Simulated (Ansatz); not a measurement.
Generalised stacking fault of NaBr (rock salt) on the {100} plane. The cell below holds the perfect crystal with the plane normal along z; tilting its third vector by the shift puts one fault into each cell, between planes 3.02 Å apart, at fixed cell height.

```
NaBr
1.0
    4.26808     0.00000     0.00000
    0.00000     4.26808     0.00000
    2.13404     2.13404     9.05397
Br Na
3 3
Direct
  0.00000   0.00000   0.83333
  0.33333   0.33333   0.16667
  0.66667   0.66667   0.50000
  0.50000   0.50000   0.83333
  0.83333   0.83333   0.16667
  0.16667   0.16667   0.50000
```

In-plane vectors a = (4.268, 0.000) Å, b = (0.000, 4.268) Å, area 18.22 Å². The shift is s times the vector a (length 4.268 Å), so s = 1 restores the start. Atoms relax along the normal only. γ = [E(shift) − E(0)] / area.

Computed with PBE (plane waves to 420 eV, PAW, scalar-relativistic; Ansatz, an electronic-structure program). k mesh 7×7×7 (Γ-centred), Fermi-Dirac smearing 0.05 eV. E is the zero-smearing estimate. Faults lie only 9.1 Å apart, and holding the cell height raises γ above its relaxed value. NaBr was relaxed with its symmetry unable to fall. The zero of γ is zero shift.

Q: Give the computed γ (mJ/m²) at s = 0.167, 0.333, 0.417, 0.583, 0.667, 0.917.

A: 
```json
[
 {"s": "0.167", "γ (mJ/m²)": "70"},
 {"s": "0.333", "γ (mJ/m²)": "222"},
 {"s": "0.417", "γ (mJ/m²)": "276"},
 {"s": "0.583", "γ (mJ/m²)": "276"},
 {"s": "0.667", "γ (mJ/m²)": "222"},
 {"s": "0.917", "γ (mJ/m²)": "18"}
]
```

(The slope of γ gives the shear force per area between the displaced halves; near zero shift its curvature is an elastic stiffness.)
